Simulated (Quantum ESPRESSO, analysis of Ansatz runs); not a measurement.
# HfO2 (P2_1/c), nudged elastic band: V_O hop (2.5 Å) (q = 0) (Quantum ESPRESSO), part 2 of 3

Wanted: path and barrier of a jump of O in HfO2 (P2_1/c) at charge 0. The case: V_O hop (2.5 Å), in a cell of 48 host atoms with 1 O taken out.

Quantum ESPRESSO 7.5; Quantum ESPRESSO plane-wave DFT, PBEsol, GBRV 1.5 PBEsol potentials; nudged elastic band between two relaxed defect structures.

So far: The starting structure; Relaxation of the start point, charge 0.

### 3. Relaxation of the end point, charge 0

Level of this step: Quantum ESPRESSO plane-wave DFT, PBEsol, GBRV 1.5 PBEsol potentials; relaxation of all atoms of a defect supercell (Quantum ESPRESSO).

The end point is relaxed in the same cell and settings, so that the two energies compare. Atoms more than 3.2 Å from the middle of the hop start where the first relaxation left them, the nearer ones on or close to their ideal places, with small random displacements.

pw.in reads:

```
&CONTROL
  calculation = 'relax'
  prefix = 'pwscf'
  outdir = './tmp'
  pseudo_dir = './pseudo'
  tprnfor = .true.
  disk_io = 'low'
  nstep = 70
  forc_conv_thr = 0.0012
  etot_conv_thr = 0.0001
/
&SYSTEM
  ibrav = 0
  nat = 47
  ntyp = 2
  ecutwfc = 36
  ecutrho = 288
  nbnd = 193
  occupations = 'fixed'
  nosym = .true.
/
&ELECTRONS
  conv_thr = 5d-08
  electron_maxstep = 100
  mixing_beta = 0.5
/
&IONS
  ion_dynamics = 'bfgs'
/
ATOMIC_SPECIES
Hf   178.4900 hf_pbesol_v1.uspp.F.UPF
O     15.9990 o_pbesol_v1.2.uspp.F.UPF
CELL_PARAMETERS angstrom
  -5.9416700219    5.1632183080    5.1583953540
   4.2040263251   -5.1632183080    5.1655566081
   5.9416700219    5.1632183080   -5.1583953540
ATOMIC_POSITIONS crystal
Hf     0.0825934564    0.4915036448    0.8656799910
Hf     0.0824490559    0.9932829792    0.3673287417
Hf     0.5836541467    0.4924623056    0.3683548096
[... 4 atom lines left out ...]
Hf     0.8741576603    0.7579630434    0.8400552492
[... 1 atom line left out ...]
Hf     0.4164431828    0.5062387210    0.6323443143
[... 4 atom lines left out ...]
Hf     0.6246812933    0.2417980898    0.6586159452
[... 1 atom line left out ...]
O      0.3613362259    0.2143974428    0.5929040735
[... 2 atom lines left out ...]
O      0.8617018003    0.7131774127    0.5942883695
[... 1 atom line left out ...]
O      0.3799065256    0.5361054641    0.3986380409
[... 1 atom line left out ...]
O      0.8793613588    0.5348809144    0.8977565900
[... 8 atom lines left out ...]
O      0.3383650750    0.7041205258    0.7072207105
[... 3 atom lines left out ...]
O      0.5011891068    0.5440247241    0.8826787355
O      0.9858170195    0.0433404341    0.8807978305
[... 4 atom lines left out ...]
O      0.6172147925    0.4638354676    0.6026315823
[... 3 atom lines left out ...]
O      0.5083668342    0.9579513495    0.6187874987
K_POINTS gamma
```

The run is started by

```
$ OMP_NUM_THREADS=1 mpirun -n 4 pw.x -in pw.in > pw.out
```

What it wrote:

```text
[shortened: banners, details of potentials and solvers, and blank lines are left out]
[banner, memory and clock lines left out]
     gamma-point specific algorithms are used
     one sub-group per band group will be used
     bravais-lattice index     =            0
     lattice parameter (alat)  =      17.7847  a.u.
     unit-cell volume          =    3650.0307 (a.u.)^3
     number of atoms/cell      =           47
     number of atomic types    =            2
     number of electrons       =       378.00
     number of Kohn-Sham states=          193
     kinetic-energy cutoff     =      36.0000  Ry
     charge density cutoff     =     288.0000  Ry
     scf convergence threshold =      5.0E-08
     mixing beta               =       0.5000
     number of iterations used =            8  plain     mixing
     energy convergence thresh.=      1.0E-04
     force convergence thresh. =      1.2E-03
     Exchange-correlation= SLA  PW   PSX  PSC
                           (   1   4  10   8   0   0   0)
     nstep                     =           70
     crystal axes: (cart. coord. in units of alat)
               a(1) = (  -0.631338   0.548623   0.548110 )
               a(2) = (   0.446703  -0.548623   0.548871 )
               a(3) = (   0.631338   0.548623  -0.548110 )
     PseudoPot. # 1 for Hf read from file:
     hf_pbesol_v1.uspp.F.UPF
     Pseudo is Ultrasoft + core correction, Zval = 12.0
[...]
PseudoPot. # 2 for O  read from file:
     o_pbesol_v1.2.uspp.F.UPF
     Pseudo is Ultrasoft + core correction, Zval =  6.0
[...]
atomic species   valence    mass     pseudopotential
     Hf               12.00   178.49000     Hf( 1.00)
     O                 6.00    15.99900     O ( 1.00)
     No symmetry found
     site n.     atom                  positions (alat units)
         1        Hf     tau(   1) = (   0.7139485   0.2505944  -0.1594456  )
         2        Hf     tau(   2) = (   0.6235579  -0.2981794   0.3890391  )
         3        Hf     tau(   3) = (   0.0840577   0.2521178   0.3883063  )
         4        Hf     tau(   4) = (   0.6217141   0.2495307   0.3880619  )
         5        Hf     tau(   5) = (   0.4085539   0.5251136  -0.1127294  )
         6        Hf     tau(   6) = (   0.3169546  -0.0240079   0.4349657  )
         7        Hf     tau(   7) = (  -0.2227794   0.5251232   0.4342169  )
         8        Hf     tau(   8) = (   0.3170542   0.5246206   0.4347161  )
[...]
number of k points=     1
                       cart. coord. in units 2pi/alat
        k(    1) = (   0.0000000   0.0000000   0.0000000), wk =   2.0000000
     Dense  grid:   150556 G-vectors     FFT dimensions: ( 100,  90, 100)
     Smooth grid:    53237 G-vectors     FFT dimensions: (  72,  64,  72)
     Check: negative core charge=   -0.000005
     starting charge     345.9999, renormalised to     378.0000
     Self-consistent Calculation
     iteration #  1     ecut=    36.00 Ry     beta= 0.50
     total energy              =   -3541.01478192 Ry
     estimated scf accuracy    <      16.09131196 Ry
     iteration #  2     ecut=    36.00 Ry     beta= 0.50
     total energy              =   -3542.96020689 Ry
     estimated scf accuracy    <       2.22809243 Ry
     iteration #  3     ecut=    36.00 Ry     beta= 0.50
     total energy              =   -3543.27865219 Ry
     estimated scf accuracy    <       0.11258965 Ry
[...]
estimated scf accuracy    <       0.00000046 Ry
[... 69 further cycles ...]
     iteration #  6     ecut=    36.00 Ry     beta= 0.50
     total energy              =   -3543.32668966 Ry
     estimated scf accuracy    <          9.4E-09 Ry
     iteration #  7     ecut=    36.00 Ry     beta= 0.50
     total energy              =   -3543.32668966 Ry
     estimated scf accuracy    <          3.2E-09 Ry
     iteration #  8     ecut=    36.00 Ry     beta= 0.50
     End of self-consistent calculation
          k = 0.0000 0.0000 0.0000 (  6643 PWs)   bands (ev):
   -49.3867 -49.3679 -49.3624 -49.3560 -49.3499 -49.3486 -49.3445 -49.3374
   -49.3344 -49.3305 -49.3289 -49.3275 -49.3202 -49.3061 -49.2359 -49.0603
   -18.5074 -18.4834 -18.4544 -18.4153 -18.4104 -18.4076 -18.3783 -18.3530
   -18.3512 -18.3432 -18.3346 -18.3303 -18.3187 -18.3069 -18.2823 -18.2527
   -18.2350 -18.2288 -18.2192 -18.2145 -18.2027 -18.1557 -18.1384 -18.1323
   -18.1123 -18.1066 -18.0961 -18.0867 -18.0642 -18.0568 -18.0376 -18.0214
   -18.0188 -18.0147 -18.0108 -17.9984 -17.9935 -17.9879 -17.9801 -17.9570
   -17.9556 -17.9367 -17.9286 -17.9092 -17.8993 -17.8892 -17.8066 -17.6830
[...]
15.4920
     highest occupied, lowest unoccupied level (ev):    13.6125   15.1590
!    total energy              =   -3543.32668966 Ry
     estimated scf accuracy    <          1.6E-10 Ry
     The total energy is the sum of the following terms:
     one-electron contribution =    -558.70094867 Ry
     hartree contribution      =     496.63294471 Ry
     xc contribution           =   -1431.50199404 Ry
     ewald contribution        =   -2049.75669167 Ry
     convergence has been achieved in   8 iterations
     Forces acting on atoms (cartesian axes, Ry/au):
     atom    1 type  1   force =    -0.00071786    0.00011479    0.00007732
     atom    2 type  1   force =    -0.00097737   -0.00065220    0.00058954
     atom    3 type  1   force =     0.00007888   -0.00048214   -0.00051168
     atom    4 type  1   force =    -0.00068030   -0.00033199   -0.00026248
     atom    5 type  1   force =     0.00017902    0.00046746   -0.00062661
     atom    6 type  1   force =     0.00127924    0.00033862    0.00124987
     atom    7 type  1   force =    -0.00064970    0.00069193    0.00008524
     atom    8 type  1   force =     0.00024583   -0.00097203   -0.00070408
[...]
Total force =     0.006379     Total SCF correction =     0.000051
     Energy error            =      9.4E-05 Ry
     Gradient error          =      1.7E-03 Ry/Bohr
     number of scf cycles    =  10
     number of bfgs steps    =   9
     energy             old  =   -3543.3265957894 Ry
     energy             new  =   -3543.3266896582 Ry
     CASE: energy            _new < energy            _old
     new trust radius        =       0.0075799843 bohr
     new conv_thr            =       0.0000000005 Ry
ATOMIC_POSITIONS (crystal)
Hf               0.0825403933        0.4933683638        0.8674388485
Hf               0.0828752464        0.9917447481        0.3676032810
Hf               0.5817664394        0.4943616630        0.3677934689
Hf               0.5842755318        0.9912158640        0.8680496846
Hf               0.3749946488        0.2563465169        0.8400962607
Hf               0.3747121675        0.7568430327        0.3393852643
Hf               0.8746037219        0.2580617223        0.3405646656
Hf               0.8687993005        0.7561940310        0.8387095156
[...]
Check: negative core charge=   -0.000005
     Self-consistent Calculation
     iteration #  1     ecut=    36.00 Ry     beta= 0.50
     total energy              =   -3543.32673745 Ry
     estimated scf accuracy    <       0.00005071 Ry
     iteration #  2     ecut=    36.00 Ry     beta= 0.50
     total energy              =   -3543.32674462 Ry
     estimated scf accuracy    <       0.00000952 Ry
     iteration #  3     ecut=    36.00 Ry     beta= 0.50
     total energy              =   -3543.32674649 Ry
     estimated scf accuracy    <       0.00000139 Ry
[...]
estimated scf accuracy    <       0.00000015 Ry
     iteration #  5     ecut=    36.00 Ry     beta= 0.50
     total energy              =   -3543.32674669 Ry
     estimated scf accuracy    <       0.00000003 Ry
     iteration #  6     ecut=    36.00 Ry     beta= 0.50
     total energy              =   -3543.32674669 Ry
     estimated scf accuracy    <          5.8E-09 Ry
     iteration #  7     ecut=    36.00 Ry     beta= 0.50
     End of self-consistent calculation
          k = 0.0000 0.0000 0.0000 (  6643 PWs)   bands (ev):
   -49.3872 -49.3685 -49.3634 -49.3549 -49.3485 -49.3474 -49.3439 -49.3380
   -49.3346 -49.3320 -49.3298 -49.3277 -49.3205 -49.3041 -49.2354 -49.0617
   -18.5073 -18.4835 -18.4543 -18.4153 -18.4104 -18.4076 -18.3779 -18.3529
   -18.3511 -18.3433 -18.3347 -18.3304 -18.3187 -18.3072 -18.2823 -18.2524
   -18.2350 -18.2287 -18.2194 -18.2141 -18.2027 -18.1561 -18.1387 -18.1321
   -18.1120 -18.1065 -18.0963 -18.0867 -18.0641 -18.0570 -18.0375 -18.0215
   -18.0187 -18.0147 -18.0107 -17.9982 -17.9935 -17.9880 -17.9797 -17.9568
   -17.9557 -17.9365 -17.9283 -17.9092 -17.8996 -17.8900 -17.8066 -17.6833
[...]
15.4923
     highest occupied, lowest unoccupied level (ev):    13.6109   15.1582
!    total energy              =   -3543.32674670 Ry
     estimated scf accuracy    <          4.1E-10 Ry
     The total energy is the sum of the following terms:
     one-electron contribution =    -558.62652702 Ry
     hartree contribution      =     496.59584897 Ry
     xc contribution           =   -1431.50172863 Ry
     ewald contribution        =   -2049.79434002 Ry
     convergence has been achieved in   7 iterations
     Forces acting on atoms (cartesian axes, Ry/au):
     atom    1 type  1   force =    -0.00002164    0.00002144    0.00036352
     atom    2 type  1   force =    -0.00029424   -0.00052350    0.00052533
     atom    3 type  1   force =    -0.00020541   -0.00036123    0.00008691
     atom    4 type  1   force =    -0.00051912   -0.00005229    0.00051829
     atom    5 type  1   force =     0.00007611    0.00015836   -0.00073311
     atom    6 type  1   force =     0.00093370    0.00035750    0.00045318
     atom    7 type  1   force =    -0.00031358    0.00031094   -0.00006297
     atom    8 type  1   force =     0.00039597   -0.00081220   -0.00056421
[...]
Total force =     0.004803     Total SCF correction =     0.000046
     Energy error            =      5.7E-05 Ry
     Gradient error          =      9.3E-04 Ry/Bohr
     bfgs converged in  11 scf cycles and  10 bfgs steps
     (criteria: energy <  1.0E-04 Ry, force <  1.2E-03 Ry/Bohr)
     End of BFGS Geometry Optimization
     Final energy             =   -3543.3267466955 Ry
Begin final coordinates
ATOMIC_POSITIONS (crystal)
Hf               0.0825403933        0.4933683638        0.8674388485
Hf               0.0828752464        0.9917447481        0.3676032810
Hf               0.5817664394        0.4943616630        0.3677934689
Hf               0.5842755318        0.9912158640        0.8680496846
Hf               0.3749946488        0.2563465169        0.8400962607
Hf               0.3747121675        0.7568430327        0.3393852643
Hf               0.8746037219        0.2580617223        0.3405646656
Hf               0.8687993005        0.7561940310        0.8387095156
[...]
End final coordinates
```

It took 3.5 min on 4 MPI ranks of Arm Neoverse V1, shared host; peak memory 1.4 GiB; 14 min of CPU time.

Relaxation path:

```
step  energy less that of the first step (eV)
   0                                   0.0000
   1                                  -0.0839
   2                                  -0.1349
   3                                  -0.1489
   4                                  -0.1607
   5                                  -0.1669
   6                                  -0.1721
   7                                  -0.1752
   8                                  -0.1773
   9                                  -0.1786
  10                                  -0.1794
```

The atoms that moved most (Å):

```
atom      dx      dy      dz  length
 O33  -0.038  -0.019   0.086   0.096
 O37   0.033  -0.056  -0.041   0.076
 O47  -0.037   0.057   0.015   0.070
 O38   0.012  -0.033  -0.054   0.065
 O39  -0.026   0.049   0.027   0.061
 O43   0.051   0.013   0.022   0.057
 O42  -0.007  -0.037   0.032   0.049
 O35   0.016   0.040  -0.021   0.048
```

Neighbours of O43 at the end:

```
atom  distance (Å)
Hf10         2.122
 Hf8         2.152
Hf15         2.161
 Hf3         2.243
 O24         2.541
 O20         2.617
 O17         2.629
 O22         2.722
```

Read from the output:

```yaml
highest_filled_level: 13.61 eV
lowest_empty_level: 15.16 eV
r_m_s_move_of_the_farther_half_of_the_atoms: 0.07231 Å
largest_move_from_the_ideal_geometry_of_this_structure_a_common_shift_of_the_far_atoms_taken_out: 0.2014 Å
```

The relaxation gained 0.179 eV and ended with a largest force component of 0.024 eV/Å. The end lies 0.102 eV above the start.

[end of part 2 of 3]

[Logs are printed without paths, hosts, clocks, repeated set-up lines and the standing remarks that a program may print on its own settings, such as how far it seeks lower states.]

[Hosts, paths, dates, database ids (printed as entryN), source tags and the programs' standing remarks are cut or masked in the printed files.]
